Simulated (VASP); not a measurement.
A run of VASP 6.6.1:

File INCAR:

```
SYSTEM = SiH2O2
ALGO = Normal
EDIFF = 1E-6
EDIFFG = -0.01
ENCUT = 520
GGA = PE
IBRION = 2
ISIF = 2
ISMEAR = 0
IVDW = 13
LASPH = .True.
LCHARG = .False.
LREAL = .False.
LWAVE = .False.
NELM = 80
NSW = 60
PREC = Accurate
SIGMA = 0.01
```

The input KPOINTS:

```
k-points
0
Gamma
  1 1 1
  0 0 0
```

Contents of POSCAR:

```
SiH2O2
1.0
   13.0000000000      0.0000000000      0.0000000000
    0.0000000000     11.0000000000      0.0000000000
    0.0000000000      0.0000000000     11.0000000000
O Si H
2 1 2
Cartesian
    4.8408500400      5.4866000200      5.3932000100
    7.3200500100      5.7796999700      5.7367999700
    6.0720500100      4.8008999500      6.2359000000
    5.0521499600      6.2411000300      4.8321000200
    8.1851499600      5.5791000100      6.1016000100
```

Potentials or basis: VASP PAW PBE potentials, release 64 (O, Si, H).

Launch:

```console
$ cat potpaw_PBE.64/O/POTCAR potpaw_PBE.64/Si/POTCAR potpaw_PBE.64/H/POTCAR > POTCAR
$ mpirun -np 1 vasp_gam > vasp.out
```

Hardware: 1 thread of Intel(R) Xeon(R) Platinum 8259CL CPU @ 2.50GHz (Skylake/Cascade Lake) (shared host).

Problem. How long does it take, and how much memory?

Solution. It took 21 min on 1 thread of Intel(R) Xeon(R) Platinum 8259CL CPU @ 2.50GHz (Skylake/Cascade Lake), on a shared host, peak memory 1.4 GiB. Counts: scf iterations 202, k points 1, ion steps 33.
